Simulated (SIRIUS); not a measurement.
Runs of SIRIUS 7.10.0 on Pb. Symmetry: Fm-3m, No. 225, cubic system. The conventional cell has a = 4.950 Å, b = 4.950 Å, c = 4.950 Å, α = 90.00°, β = 90.00°, γ = 90.00°. Pb (site symmetry m-3m) is surrounded by 12 Pb at 3.50 Å. 

| task | level | potentials or basis | cell | k mesh | energy tol | density tol | mixer | mixing beta | max scf | gap on the mesh (eV) | pressure (GPa) | relaxed volume (Å³/atom) |
| --- | --- | --- | --- | --- | --- | --- | --- | --- | --- | --- | --- | --- |
| relaxation of cell and atoms | PBE+D3(BJ) | PseudoDojo 0.4.1 PBE standard (scalar relativistic) | relaxed | 8 × 8 × 8 | 1e-08 Ha | 1e-06 | anderson | 0.7 | 100 | none | 0.0 | 30.57 |
| relaxation of cell and atoms | PBE+D4 | PseudoDojo 0.4.1 PBE standard (scalar relativistic) | relaxed | 8 × 8 × 8 | 1e-08 Ha | 1e-06 | anderson | 0.7 | 100 | none | 0.0 | 30.59 |
| relaxation of cell and atoms | PBE | PseudoDojo 0.4.1 PBE standard (scalar relativistic) | relaxed | 8 × 8 × 8 | 1e-08 Ha | 1e-06 | anderson | 0.7 | 100 | none | 0.1 | (a) |
| single point | PBEsol | PseudoDojo 0.4.1 PBEsol standard (scalar relativistic) | as given | 9 × 9 × 9 | 1e-08 Ha | 1e-06 | anderson | 0.7 | 100 | none | -0.6 | - |

Alike in all rows: no spin polarisation; cutoff (eV) 765; smearing fermi-dirac 0.05 eV.

Task: Fill in the values left out.

Result: (a) 31.96.

Caveats: pairwise dispersion overbinds metals, which lowers pressure and volume (some runs).

A k mesh can miss the band edges, and the runs leave out spin-orbit coupling on Pb.

A gap of «none» marks a metal or a gap under the smearing width.

Not every run made on this cell is shown here.
